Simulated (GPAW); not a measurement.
Runs of GPAW 26.7.0 on GaN. The structure is hexagonal, space group P6_3mc (No. 186). Conventional cell: a = 3.180 Å, b = 3.180 Å, c = 5.166 Å, α = 90.00°, β = 90.00°, γ = 120.00°. Around Ga (site symmetry 3m) lie 4 N at 1.94 to 1.95 Å. N (site symmetry 3m) has 4 Ga at 1.94 to 1.95 Å as nearest neighbours. 

```csv
task,level,potentials or basis,spin,cell,k mesh,cutoff (eV),smearing,kernel,eta,response ecut,domega0,maxiter,gap on the mesh (eV),pressure (GPa),largest force (eV/Å)
energy-loss spectrum,LDA,"the program's PAW data sets (release 1.2.1) made for this functional, pw",off,"atoms moved at random, drawn with an rms of 0.02 Å",8 × 8 × 4,650,fermi-dirac 0.001 eV,RPA,0.3 eV,50 eV,0.1 eV,150,2.09,-,-
dielectric tensor,LDA,"the program's PAW data sets (release 1.2.1) made for this functional, pw",off,"atoms moved at random, drawn with an rms of 0.02 Å",8 × 8 × 4,650,fermi-dirac 0.001 eV,-,-,100 eV,-,150,2.09,-,-
single point,LDA,"the program's PAW data sets (release 1.2.1) made for this functional, pw",off,"atoms moved at random, drawn with an rms of 0.02 Å",8 × 8 × 4,650,fermi-dirac 0.05 eV,-,-,-,-,80,2.09,0.2,0.54
single point,LDA,"the program's PAW data sets (release 1.2.1) made for this functional, pw",off,as given,8 × 8 × 4,600,fermi-dirac 0.05 eV,-,-,-,-,80,(b),-2.7,0.17
band structure,optPBE-vdW,"GPAW PAW data sets (gpaw-data 1.2.1), pw","SOC, no magnetisation",as given,7 × 7 × 4,800,fermi-dirac 0.05 eV,-,-,-,-,150,2.19,-,0.18
band structure,vdW-DF-cx,"GPAW PAW data sets (gpaw-data 1.2.1), pw","SOC, no magnetisation",as given,7 × 7 × 4,800,fermi-dirac 0.05 eV,-,-,-,-,150,(a),-,0.18
```

Question: Fill in the values left out.

Answer: (a) 2.10; (b) 2.08.

Caveats: an odd mesh through Γ misses points on the zone boundary, where band edges often lie (some runs); the cutoff is short for stress and forces, so pressures can be off by a GPa or more (some runs); spin-orbit coupling was added after a scalar SCF, so levels and gaps hold it while energy, forces, pressure and moments don't (some runs); this program's spin-orbit splittings come out too wide for heavy elements (some runs); the PAW data sets were made with another functional, which shifts forces and pressure a little (some runs); the highest transitions drop out of the frequency grid (some runs).

A k mesh can miss the band edges, and rows without SOC leave out spin-orbit coupling on Ga.

Runs at the PBE level aren't shown here.
